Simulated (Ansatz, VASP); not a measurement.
## Se: VASP beside Ansatz

```
Se
1.0
     1.39427   -4.03900    0.00000
     1.39427    4.03900    0.00000
     0.00000    0.00000    4.61343
Se
2
Direct
  0.93566 0.06434 0.25000
  0.06434 0.93566 0.75000
```

Alike in both runs: task single point; functional PBE; k mesh 2 × 2 × 2; occupations gaussian, width 0.1 eV; no spin polarisation.

```csv
,VASP,Ansatz
version,VASP 6.6.1,Ansatz 0.2.0
potentials or method,"VASP PAW PBE potentials, release 64 (Se)","scalar-relativistic, plane waves, PAW"
plane-wave cutoff (eV),520,420
valence electrons in the cell,12,32
```

Ansatz gave:

| Property | Result |
| --- | --- |
| gap on the k mesh at the Fermi level (eV) | none |
| pressure (GPa) | 0.6 |
| largest component of the traceless stress (GPa) | 33.81 |
| rms of the force components (eV/Å) | 1.499 |

What did VASP give for the same quantities?

gap on the k mesh at the Fermi level (eV): none; pressure (GPa): 0.7; largest component of the traceless stress (GPa): 33.87; rms of the force components (eV/Å): 1.499.

Atom by atom the forces differ by 0.001 eV/Å (rms over components). A gap of «none» marks a metal or a gap that the smearing closes. The two sets of potentials don't hold the same shells in valence.

Caveats: the k mesh is coarse (spacing up to 1.19 Å⁻¹), so the values aren't converged; forces of over 1 eV/Å show positions far from the minimum, so gaps and moduli don't describe the material at rest.
